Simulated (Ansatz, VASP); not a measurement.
**Al: VASP beside Ansatz**

```xyz
2
Lattice="2.4961 0.0000 0.0000 -1.2480 2.1616 0.0000 0.0000 0.0000 4.8669" Properties=species:S:1:pos:R:3 pbc="T T T"
Al    1.2480    0.7205    3.6501
Al    0.0000    1.4411    1.2167
```

Change from the starting cell: strain -0.1125 x Voigt [1, 1, 0, 0, 0, 0], atoms carried along.

Alike in both runs: task single point; functional PBEsol; k mesh 21 × 21 × 10; occupations gaussian, width 0.15 eV; no spin polarisation.

|  | VASP | Ansatz |
| --- | --- | --- |
| version | VASP 6.6.1 | Ansatz 0.2.0 |
| potentials or method | VASP PAW PBE potentials, release 64 (Al) | scalar-relativistic, plane waves, PAW |
| plane-wave cutoff (eV) | 520 | 420 |
| valence electrons in the cell | 6 | 6 |

```csv
,VASP,Ansatz,Ansatz less VASP
gap on the k mesh at the Fermi level (eV),none,none,-
pressure (GPa),34.2,34.0,-0.23
largest component of the traceless stress (GPa),24.33,24.15,-0.178
```

A gap of «none» marks a metal or a gap that the smearing closes.

Caveats: so large a pressure means that the cell lies far from this level's equilibrium, or that cutoff or potentials fall short (VASP); the potentials were made for another functional, which shifts forces and pressure (VASP).
